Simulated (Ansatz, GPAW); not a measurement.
## MnS: programs and potentials compared

```xyz
2
Lattice="0.0000 2.6045 2.6045 2.6045 0.0000 2.6045 2.6045 2.6045 0.0000" Properties=species:S:1:pos:R:3 pbc="T T T"
Mn    0.0000    0.0000    0.0000
S     2.6045    2.6045    2.6045
```

Alike in all runs: task single point; functional PBE; k mesh 9 × 9 × 9; occupations gaussian, width 0.012 eV; collinear spin, ferromagnetic start; no spin-orbit coupling. The measured crystal is an antiferromagnetic insulator; the state found here is the runs' own. Pressure is positive in compression and, in plane waves, holds the error of the finite cutoff, which Ansatz's Pulay term estimates and takes out.

```json
{"program and potentials": "Ansatz, Ansatz PAW", "plane-wave cutoff (eV)": "420", "notes": "Pulay term of +0.04 GPa included", "pressure (GPa)": "-2.85", "net moment per atom (μB)": "2.36"}
{"program and potentials": "Ansatz, all-electron LAPW, scalar-relativistic", "plane-wave cutoff (eV)": "-", "notes": "-", "pressure (GPa)": "-2.83", "net moment per atom (μB)": "2.36"}
{"program and potentials": "GPAW, GPAW PAW data sets (gpaw-data 1.2.1)", "plane-wave cutoff (eV)": "600", "notes": "-", "pressure (GPa)": "-2.75", "net moment per atom (μB)": "2.36"}
```

The pressure spans -2.85 (Ansatz, Ansatz PAW) to -2.75 GPa (GPAW, GPAW PAW data sets (gpaw-data 1.2.1)), with all-electron results at -2.83. All agree on the net moment per atom. The state is the one that the start led to, which needn't be the lowest.

Differences between rows come from potentials, basis sets and numerical settings, since the functional is the same but for its coding. Runs on potential files found faulty are left out.
